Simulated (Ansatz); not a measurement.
Below is a relaxed structure of Ga. The cell was found from a structure generator's guess, not taken from experiment.

Level of theory: Ansatz, DFT PBE, scalar-relativistic, plane waves, PAW. Cutoff 420 eV, Γ-centred mesh, Gaussian smearing, no spin polarisation.

```
CELL_PARAMETERS angstrom
2.71695 0.00000 0.00000
0.00000 2.71695 0.00000
0.00000 0.00000 2.71695
ATOMIC_POSITIONS crystal
Ga 0.50000 0.50000 0.50000
```

Energies count from the standard state of Ga at the same level.

Problem. What space group does it have?

Solution. Pm-3m (No. 221), the simple cubic type. Conventional cell: a = 2.717 Å. Ga is surrounded by 6 Ga at 2.72 Å.

Problem. How far does it lie from the standard state of Ga?

Solution. +0.08 eV/atom. So it is a metastable form at best.

Problem. Is it a metal?

Solution. Yes, bands cross the Fermi level on the 20×20×20 mesh.

The last run used a 20×20×20 mesh for its 1-atom cell and Gaussian smearing of 0.10 eV. A structure relaxed within its symmetry needn't be a true minimum.
